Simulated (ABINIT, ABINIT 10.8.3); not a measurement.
# Cutoff and k mesh for the ⁵¹V quadrupolar coupling in V₂O₅: small numerical errors beside those of positions and quadrupole moment

## Reference data

The quantity is the size of the ⁵¹V quadrupolar coupling constant at the single vanadium site of crystalline V₂O₅. The reference is 0.805 MHz, a literature value cited in "Solid-state 51V NMR Structural Studies on Supported Vanadium(V) Oxide Catalysts: Vanadium Oxide Surface Layers on Alumina and Tita" (Eckert et al., J. Phys. Chem. 93, 6796 (1989)). A satellite-transition MAS value for polycrystalline material, 0.797 ± 0.02 MHz, agrees with it. A third value, 0.84 MHz, is converted from a quoted quadrupole frequency and lies somewhat higher. All three are quoted from earlier work, and their temperatures are not shown in this report. NMR of this kind yields the size of the coupling, not its sign.

| compared with | measured | source's wording or label | method |
| --- | --- | --- | --- |
| size of the quadrupolar coupling constant eQVzz/h of 51V at site V (MHz) | 0.805 | – | literature value cited (ref 57) * |
| size of the quadrupolar coupling constant eQVzz/h of 51V at site V (MHz) | 0.797 ± 0.02 | – | MAS NMR, satellite transitions (SATRAS) |
| size of the quadrupolar coupling constant eQVzz/h of 51V at site V (MHz) | 0.84 | nu_Q = 0.06 MHz, so Cq = 2I(2I-1) nu_Q / 3 with I = 3.5 | 51V NMR |

Where a quantity has several values, deviations refer to the one marked *.

Conditions are those given with the value in the passage it was taken from; "not stated" means there, and the paper may say more elsewhere. The values are a selection: others may have been left out beforehand as unlike or outlying.

## Method

The aim is to find the lightest cutoff, fine grid and k mesh that still give a reliable ⁵¹V coupling. The model is the periodic Pmmn crystal in the cell measured at 292 K, with the atoms relaxed in PBEsol and the field gradient computed by PAW in ABINIT. Keeping the measured cell avoids an error in the spacing of the weakly bound layers, while relaxing the atoms replaces the errors of the diffraction positions, to which field gradients are very sensitive, by those of the functional.

Success means a coupling within 10 % of the reference, about 0.08 MHz. A closer target would be hard to defend: the quadrupole moment of ⁵¹V is uncertain by several per cent or more, PAW data sets differ by at least as much, and the calculation leaves out thermal and zero-point motion. The coupling is also unusually small for vanadium, so modest absolute errors in the gradient weigh heavily. For the numerical settings we ask for more, a shift of no more than 0.02 MHz from the densest setting tested, so that they use up only a quarter of the target.

Cutoff, fine grid and k mesh are varied one at a time from a middle setting, on the same relaxed structure. The unrelaxed structure and another functional then give the scale of the physical errors.

System: V2O5 (vanadium pentoxide), Pmmn; Pmmn (no. 59), 14 atoms in the primitive cell, conventional a, b, c = 3.564, 11.51, 4.368 A; measured cell of a crystallographic database, determined at 292 K; structure from the Crystallography Open Database.

## 1. Relaxed atoms and a middle setting

The relaxation supplies the positions for all the convergence tests. The field gradient at 18 Ha on a 6×2×5 mesh follows directly and serves as the point from which each setting is varied. For a d⁰ semiconductor we expect this mesh to be ample; the cutoff is the less certain choice, because the gradient depends on fine details of the density near the vanadium nucleus.

**Run 1.** ABINIT 10.8.3: relaxation with PBEsol by ABINIT: atoms relaxed, 5x2x4 k mesh.

Key lines of the input:
```
# cell (primitive): 3.5640 11.5120 4.3680 A, 90.00 90.00 90.00 deg
# sites: V 0.5000 0.6488 0.8917; O1 0.5000 0.5000 0.0010; O2 0.5000 0.8189 0.0030; O3 0.5000 0.6457 0.5310
natom 14
ntypat 2
znucl 23 8
typat 1 1 1 1 2 2 2 2 2 2 2 2 2 2
pseudos "V_PBE_JTH.xml, O_PBE_JTH.xml"
ixc -116133
ecut 18
pawecutdg 36
pawovlp 30
ngkpt 5 2 4
nshiftk 1
shiftk 0 0 0
occopt 1
nband 58
nstep 80
tolvrs 1e-09
chksymtnons 0
chkprim 0
ionmov 2
ntime 60
tolmxf 2e-4
prtwf 0
prtden 0
prteig 0
prtebands 0
prtgsr 0
```

Command:
```
mpirun -np 4 abinit run.abi > log
```

Selected lines of the output:
```
  max grad (force/stress) = 1.8223E-04 < tolmxf= 2.0000E-04 ha/bohr (free atoms)
```

Converged; 32 min on 4 cores of Arm Neoverse V2, shared host.

**Run 2.** ABINIT 10.8.3: ABINIT, PAW field gradients, PBEsol on PBE datasets, atoms relaxed with PBEsol in the measured cell, 6x2x5 k mesh, 18 Ha.

Key lines of the input, as changed from run 1:
```diff
- # sites: V 0.5000 0.6488 0.8917; O1 0.5000 0.5000 0.0010; O2 0.5000 0.8189 0.0030; O3 0.5000 0.6457 0.5310
+ # sites: V 0.5000 0.6491 0.8880; O1 0.5000 0.5000 0.9940; O2 0.5000 0.8183 0.0083; O3 0.5000 0.6464 0.5229
- ngkpt 5 2 4
+ ngkpt 6 2 5
- ionmov 2
- ntime 60
- tolmxf 2e-4
+ nucefg 2
+ quadmom -0.052 -0.02558
```

Selected lines of the output:
```
   Nuclear quad. mom. (barns) :   -0.0520   Cq (MHz) :    0.9018   eta :    0.9811
```

Converged; 3.1 min on the same hardware.

| quantity | run 1 | run 2 | measured |
| --- | --- | --- | --- |
| size of the quadrupolar coupling constant eQVzz/h of 51V at site V (MHz) | – | 0.9019 | 0.805 |
| edge a of the conventional cell that the run used (Å) | 3.564 | 3.564 |  |
| edge c of the conventional cell that the run used (Å) | 4.368 | 4.368 |  |

The middle setting gives 0.902 MHz, 12 % above the reference and just outside the target. An asymmetry parameter of 0.98 means that the two largest components of the gradient tensor are nearly equal in size and opposite in sign. The sign of the computed coupling therefore carries little meaning here, and a small change could exchange the axes; only the size is followed below.

The relaxation moved the atoms mainly along c and lengthened the short vanadyl bond by about 0.02 Å. That may matter for the coupling, but the numerical settings come first, since an excess this close to the limit could still depend on them.

## 2. Plane-wave cutoff and fine grid

On the same positions and k mesh, the cutoff is lowered to 13 Ha and raised to 26 Ha. In these two runs the fine grid should keep its ratio to the cutoff. A third run stays at 18 Ha and refines only the fine grid, from two to three times the cutoff, to separate the two effects. We expect 13 Ha to be too low for oxygen 2p and vanadium 3d states, and the step from 18 to 26 Ha to be much smaller.

**Run 3.** ABINIT 10.8.3: ABINIT, PAW field gradients, PBEsol on PBE datasets, atoms relaxed with PBEsol in the measured cell, 6x2x5 k mesh, 13 Ha.

Key lines of the input, as changed from run 2:
```diff
- ecut 18
- pawecutdg 36
+ ecut 13
+ pawecutdg 26
```

Selected lines of the output:
```
   Nuclear quad. mom. (barns) :   -0.0520   Cq (MHz) :    0.9210   eta :    0.8876
```

Converged; 1.8 min on the same hardware.

**Run 4.** ABINIT 10.8.3: ABINIT, PAW field gradients, PBEsol on PBE datasets, atoms relaxed with PBEsol in the measured cell, 6x2x5 k mesh, 26 Ha.

Key lines of the input, as changed from run 2:
```diff
- ecut 18
- pawecutdg 36
+ ecut 26
+ pawecutdg 52
```

Selected lines of the output:
```
   Nuclear quad. mom. (barns) :   -0.0520   Cq (MHz) :   -0.9036   eta :    0.9944
```

Converged; 4.7 min on the same hardware.

**Run 5.** ABINIT 10.8.3: ABINIT, PAW field gradients, PBEsol on PBE datasets, atoms relaxed with PBEsol in the measured cell, 6x2x5 k mesh, 18 Ha, fine grid at three times the cutoff.

Key lines of the input, as changed from run 2:
```diff
- pawecutdg 36
+ pawecutdg 54
```

Selected lines of the output:
```
   Nuclear quad. mom. (barns) :   -0.0520   Cq (MHz) :    0.9014   eta :    0.9825
```

Converged; 3.2 min on the same hardware.

| quantity | run 3 | run 4 | run 5 | measured |
| --- | --- | --- | --- | --- |
| size of the quadrupolar coupling constant eQVzz/h of 51V at site V (MHz) | 0.921 | 0.9036 | 0.9014 | 0.805 |
| edge a of the conventional cell that the run used (Å) | 3.564 | 3.564 | 3.564 |  |
| edge c of the conventional cell that the run used (Å) | 4.368 | 4.368 | 4.368 |  |

From 18 to 26 Ha the size of the coupling changes by only 0.002 MHz, and refining the fine grid at 18 Ha changes it by less than 0.001 MHz. Neither explains the excess over experiment. At 13 Ha the coupling is 0.017 MHz above the 26 Ha value, which is within the tolerance of 0.02 MHz, although we had expected this cutoff to be too low.

That result needs a reservation. The asymmetry parameter falls to 0.89 at 13 Ha, against 0.99 at 26 Ha, so the tensor as a whole is described less well than the size of its largest component suggests. Between 18 and 26 Ha the printed sign reverses while the size hardly moves: the two largest components have exchanged rank, as can happen when the asymmetry is close to one. The small change in size therefore compares two different components. From the printed sizes and asymmetries, the component that leads at 26 Ha grew by roughly 0.01 MHz from 18 Ha, after growing from 13 Ha as well. Following one component in this way is the fairer measure of the cutoff error. The step from 18 to 26 Ha is still within the tolerance, but at 13 Ha the same component lies roughly 0.03 MHz from its 26 Ha value, outside it.

## 3. Coarser and denser k meshes

The k mesh is now varied at 18 Ha with the original fine grid, down to 3×1×3 and up to 9×3×7. The denser mesh checks the middle setting, and the coarser one shows how much can be saved. With a gap and a long b axis, we expect little change upwards; a single division along b combined with three along the short axes is the harder test.

**Run 6.** ABINIT 10.8.3: ABINIT, PAW field gradients, PBEsol on PBE datasets, atoms relaxed with PBEsol in the measured cell, 3x1x3 k mesh, 18 Ha.

Key lines of the input, as changed from run 2:
```diff
- ngkpt 6 2 5
+ ngkpt 3 1 3
```

Selected lines of the output:
```
   Nuclear quad. mom. (barns) :   -0.0520   Cq (MHz) :    0.9566   eta :    0.6396
```

Converged; 36 s on the same hardware.

**Run 7.** ABINIT 10.8.3: ABINIT, PAW field gradients, PBEsol on PBE datasets, atoms relaxed with PBEsol in the measured cell, 9x3x7 k mesh, 18 Ha.

Key lines of the input, as changed from run 2:
```diff
- ngkpt 6 2 5
+ ngkpt 9 3 7
```

Selected lines of the output:
```
   Nuclear quad. mom. (barns) :   -0.0520   Cq (MHz) :    0.9023   eta :    0.9811
```

Converged; 4.6 min on the same hardware.

| quantity | run 6 | run 7 | measured |
| --- | --- | --- | --- |
| size of the quadrupolar coupling constant eQVzz/h of 51V at site V (MHz) | 0.9566 | 0.9023 | 0.805 |
| edge a of the conventional cell that the run used (Å) | 3.564 | 3.564 |  |
| edge c of the conventional cell that the run used (Å) | 4.368 | 4.368 |  |

The 9×3×7 mesh changes the coupling by less than 0.001 MHz, so 6×2×5 is dense enough at this cutoff. The 3×1×3 mesh puts it 0.054 MHz above the 9×3×7 value, well beyond the tolerance, and lowers the asymmetry parameter to 0.64. A gap does not make so coarse a mesh safe for a small field gradient.

With the mesh and cutoff settled, the relaxed PBEsol structure remains about 12 % above the reference. The cause has to be sought in the positions, the functional, the PAW data, the missing motion or the reference itself.

## 4. Diffraction positions and a second functional

Two runs on the measured structure set the scale of the physical errors. PBEsol at the diffraction positions, compared with the relaxed result, isolates the effect of moving the atoms. LDA at the same positions then shows how much the description of the electrons matters. The shift from relaxation should exceed the numerical errors found at 18 Ha, since the vanadyl bond changed noticeably; its direction is hard to foresee for a tensor this close to full asymmetry.

**Run 8.** ABINIT 10.8.3: ABINIT, PAW field gradients, PBEsol on PBE datasets, measured structure, 6x2x5 k mesh, 18 Ha.

Key lines of the input, as changed from run 2:
```diff
- # sites: V 0.5000 0.6491 0.8880; O1 0.5000 0.5000 0.9940; O2 0.5000 0.8183 0.0083; O3 0.5000 0.6464 0.5229
+ # sites: V 0.5000 0.6488 0.8917; O1 0.5000 0.5000 0.0010; O2 0.5000 0.8189 0.0030; O3 0.5000 0.6457 0.5310
- nucefg 2
+ nucefg 3
+ ptcharge 5 -2
```

Selected lines of the output:
```
   Nuclear quad. mom. (barns) :   -0.0520   Cq (MHz) :    1.2280   eta :    0.6106
```

Converged; 2.8 min on the same hardware.

**Run 9.** ABINIT 10.8.3: ABINIT, PAW field gradients, LDA, measured structure, 6x2x5 k mesh, 18 Ha.

Key lines of the input, as changed from run 2:
```diff
- # sites: V 0.5000 0.6491 0.8880; O1 0.5000 0.5000 0.9940; O2 0.5000 0.8183 0.0083; O3 0.5000 0.6464 0.5229
+ # sites: V 0.5000 0.6488 0.8917; O1 0.5000 0.5000 0.0010; O2 0.5000 0.8189 0.0030; O3 0.5000 0.6457 0.5310
- pseudos "V_PBE_JTH.xml, O_PBE_JTH.xml"
- ixc -116133
+ pseudos "V_LDA_JTH.xml, O_LDA_JTH.xml"
```

Selected lines of the output:
```
   Nuclear quad. mom. (barns) :   -0.0520   Cq (MHz) :    1.3182   eta :    0.6084
```

Converged; 2.7 min on the same hardware.

| quantity | run 8 | run 9 | measured |
| --- | --- | --- | --- |
| size of the quadrupolar coupling constant eQVzz/h of 51V at site V (MHz) | 1.228 | 1.3182 | 0.805 |
| edge a of the conventional cell that the run used (Å) | 3.564 | 3.564 |  |
| edge c of the conventional cell that the run used (Å) | 4.368 | 4.368 |  |

At the diffraction positions PBEsol gives 1.228 MHz, 53 % above the reference. The input of run 8 also asks for an extra point-charge estimate, which does not alter the PAW gradient. Relaxing the atoms lowers the coupling by about 0.33 MHz and removes most of that excess. This shift is far larger than any change from cutoff or mesh, even that of the 3×1×3 mesh, although no atom moves by more than a few hundredths of an ångström.

LDA at the same diffraction positions lies 0.090 MHz above PBEsol. The PAW data sets change along with the functional, so the difference belongs to the pair. It is about as large as the excess that remains after relaxation, which makes an error of that size in the functional or the data sets plausible without proving it.

## 5. The C2/m structure as a cross-check

The remaining excess also raises the question of whether the coupling could belong to another form of V₂O₅. A denser C2/m structure, listed in a database under the same formula, is computed with PBEsol at its database positions. Its proper counterpart is the unrelaxed Pmmn result, since both then carry the errors of positions taken from a database. The Pmmn form is the stable one under ambient conditions, so we expect a clearly different coupling and no reason to reassign the measurement.

**Run 10.** ABINIT 10.8.3: ABINIT, PAW field gradients, PBEsol on PBE datasets, another database structure of the same formula (C2/m, 12.4 A^3 an atom against 12.8), 7x7x4 k mesh, 18 Ha.

Key lines of the input:
```
# cell (primitive): 6.2660 6.2660 4.8300 A, 98.01 98.01 27.61 deg
# sites: V 0.8622 0.8622 0.6033; O1 0.6974 0.6974 0.6540; O2 0.3906 0.3906 0.8670; O3 0.0000 0.0000 0.5000
natom 7
ntypat 2
znucl 23 8
typat 1 1 2 2 2 2 2
pseudos "V_PBE_JTH.xml, O_PBE_JTH.xml"
ixc -116133
ecut 18
pawecutdg 36
pawovlp 30
ngkpt 7 7 4
nshiftk 1
shiftk 0 0 0
occopt 1
nband 30
nstep 80
tolvrs 1e-09
chksymtnons 0
chkprim 0
nucefg 2
quadmom -0.052 -0.02558
prtwf 0
prtden 0
prteig 0
prtebands 0
prtgsr 0
```

Selected lines of the output:
```
   Nuclear quad. mom. (barns) :   -0.0520   Cq (MHz) :    3.0463   eta :    0.4893
```

Converged; 1.9 min on the same hardware.

| quantity | run 10 | measured | deviation |
| --- | --- | --- | --- |
| size of the quadrupolar coupling constant eQVzz/h of 51V at site V (MHz) | 3.0463 | 0.805 | +2.2413 (+278.4 %) |

The C2/m structure gives 3.046 MHz, nearly four times the reference and about two and a half times the Pmmn result at database positions. Its atoms were not relaxed, so the figure is only a rough one: in the Pmmn form relaxation moved the coupling by about 0.33 MHz. A shift of that size would still leave C2/m far from the measurement. The entry itself also needs a warning. Its cell and space group match those of the mineral häggite, V₂O₂(OH)₃, a reduced vanadium oxyhydroxide. Listed without its hydrogen atoms, it carries the formula V₂O₅. The run therefore most likely describes a hydrogen-free skeleton and not a real polymorph of V₂O₅, and a matching database formula is no proof of a matching compound. It gives no reason to reassign the measured coupling, and the remaining 12 % excess of the relaxed Pmmn structure has to be explained in another way.

## Comparison with experiment

| run | settings | size of the quadrupolar coupling constant eQVzz/h of 51V at site V (MHz) | deviation | cost |
| --- | --- | --- | --- | --- |
| 1 | relaxation with PBEsol by ABINIT: atoms relaxed, 5x2x4 k mesh | – |  | 2.1 core-h |
| 2 | ABINIT, PAW field gradients, PBEsol on PBE datasets, atoms relaxed with PBEsol in the measured cell, 6x2x5 k mesh, 18 Ha | 0.9019 | +0.0969 (+12.0 %) | 13 core-min |
| 3 | ABINIT, PAW field gradients, PBEsol on PBE datasets, atoms relaxed with PBEsol in the measured cell, 6x2x5 k mesh, 13 Ha | 0.921 | +0.116 (+14.4 %) | 7 core-min |
| 4 | ABINIT, PAW field gradients, PBEsol on PBE datasets, atoms relaxed with PBEsol in the measured cell, 6x2x5 k mesh, 26 Ha | 0.9036 | +0.0986 (+12.2 %) | 19 core-min |
| 5 | ABINIT, PBEsol on PBE datasets, atoms relaxed with PBEsol in the measured cell, 6x2x5 k mesh, 18 Ha, fine grid at three times the cutoff | 0.9014 | +0.0964 (+12.0 %) | 13 core-min |
| 6 | ABINIT, PAW field gradients, PBEsol on PBE datasets, atoms relaxed with PBEsol in the measured cell, 3x1x3 k mesh, 18 Ha | 0.9566 | +0.1516 (+18.8 %) | 2.4 core-min |
| 7 | ABINIT, PAW field gradients, PBEsol on PBE datasets, atoms relaxed with PBEsol in the measured cell, 9x3x7 k mesh, 18 Ha | 0.9023 | +0.0973 (+12.1 %) | 18 core-min |
| 8 | ABINIT, PAW field gradients, PBEsol on PBE datasets, measured structure, 6x2x5 k mesh, 18 Ha | 1.228 | +0.423 (+52.5 %) | 11 core-min |
| 9 | ABINIT, PAW field gradients, LDA, measured structure, 6x2x5 k mesh, 18 Ha | 1.3182 | +0.5132 (+63.8 %) | 11 core-min |
| 10 | ABINIT, PAW field gradients, PBEsol on PBE datasets, 7x7x4 k mesh, 18 Ha | 3.0463 | +2.2413 (+278.4 %) | 7.5 core-min |
|  | measured | 0.805 |  |  |

## Discussion

The relaxed PBEsol structure narrowly misses the 10 % target: its ⁵¹V coupling of 0.902 MHz is 12 % above the reference. The field gradient cost 13 core-minutes, after a relaxation of 2.1 core-hours.

**Recommended settings:** 18 Ha, a fine grid at twice the cutoff and a 6×2×5 k mesh. A higher cutoff, finer grid or denser mesh moved the size of the coupling by at most 0.002 MHz, although one component of the tensor still changed by roughly 0.01 MHz between 18 and 26 Ha. For the size alone, 13 Ha stays within the numerical tolerance at about half the cost, but it distorts the asymmetry parameter. The 3×1×3 mesh fails; meshes between it and 6×2×5 are not shown in this report. Savings on the field gradient matter little beside the cost of the relaxation.

For the size of the coupling, relaxing the atoms was the decisive step, lowering it by about 0.33 MHz. A test of the cutoff and mesh of the relaxation itself is not shown in this report, and small shifts of the atoms could still matter. The C2/m entry, most likely häggite without its hydrogen atoms, is no test of another V₂O₅ polymorph and did not help to explain the excess.

The quadrupole moment alone could decide the verdict. Another tabulated value, −0.043 barn instead of −0.052, would lower every coupling by about 17 % and put this result roughly 7 % below the reference, inside the target. Choosing it for that reason would be fitting. Functional and PAW data together shift the coupling by 0.090 MHz between LDA and PBEsol at the diffraction positions, about as much as the remaining excess. The effect of thermal and zero-point motion is unknown even in sign. The runs cannot separate these causes, so a closer match would not by itself show a better field gradient. The size is also only one part of the tensor. A measured asymmetry parameter is not among the reference data shown here, but NMR studies generally describe the ⁵¹V tensor in V₂O₅ as close to axial, whereas the relaxed structure gives an asymmetry near one, further from axial than the 0.61 at the diffraction positions. The computed tensor is thus probably further from experiment than the 12 % in size suggests, and the near agreement may be partly fortuitous.

[Logs are printed without paths, hosts, clocks, repeated set-up lines and the standing remarks that a program may print on its own settings, such as how far it seeks lower states.]

[The runs shown are a pick from a larger set of finished runs; failed, doubtful and other runs were left out of it ahead of writing. So were measured values far from every level or from commonly accepted values, and agreement can look better than it is. Lines of input and output are excerpts and may be shortened.]
